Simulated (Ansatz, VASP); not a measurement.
## Sr: VASP beside Ansatz

Contents of INCAR:

```
SYSTEM = Sr
  ALGO = Fast
  EDIFF = 1E-7
  ENCUT = 520
  GGA = PE
  ISIF = 2
  ISMEAR = 0
  LASPH = .TRUE.
  LCHARG = .FALSE.
  LREAL = .FALSE.
  LWAVE = .FALSE.
  NBANDS = 17
  NELM = 100
  PREC = Accurate
  SIGMA = 0.15
```

The input KPOINTS:

```
k-points
0
G
  12 12 6
  0 0 0
```

Contents of POSCAR:

```
Sr
1.0
    4.8865812873      0.0000000000      0.0000000000
   -2.4432906437      3.4187866965      0.0000000000
    0.0000000000      0.0000000000      6.5223838647
Sr
2
Direct
    0.3333333333      0.6666666667      0.2500000000
    0.6666666667      0.3333333333      0.7500000000
```

Input for Ansatz:

```yaml
crystal:
  lattice:
    - [4.8865812873, 0.0, 0.0]
    - [-2.4432906437, 3.4187866965, 0.0]
    - [0.0, 0.0, 6.5223838647]
  atoms:
    - { symbol: Sr, position: [0.3333333333, 0.6666666667, 0.25] }
    - { symbol: Sr, position: [0.6666666667, 0.3333333333, 0.75] }
basis:
  ecutwfc: 420
kpoints:
  mp_grid: { grid: [12, 12, 6] }
hamiltonian:
  xc: pbe
scf:
  occupations: { method: gaussian, width: 0.15 }
output:
  forces: true
  stress: true
  eigenvalues: true
```

Change from the starting cell: strain +e along x and -e along y +0.1100, strain +e along z and -e/2 along x and y -0.0700.

Alike in both runs: task single point; functional PBE; k mesh 12 × 12 × 6; occupations gaussian, width 0.15 eV; no spin polarisation.

```csv
,VASP,Ansatz
version,VASP 6.6.1,Ansatz 0.2.0
potentials or method,"VASP PAW PBE potentials, release 64 (Sr_sv)","scalar-relativistic, plane waves, PAW"
plane-wave cutoff (eV),520,420
valence electrons in the cell,20,20
```

|  | VASP | Ansatz | Ansatz less VASP |
| --- | --- | --- | --- |
| gap on the k mesh at the Fermi level (eV) | none | none | - |
| pressure (GPa) | 0.3 | 0.3 | 0.00 |
| largest component of the traceless stress (GPa) | 1.58 | 1.58 | -0.002 |
| rms of the force components (eV/Å) | 0.164 | 0.164 | -0.0004 |

Atom by atom the forces differ by 0.000 eV/Å (rms over components). A gap of «none» marks a metal or a gap that the smearing closes.
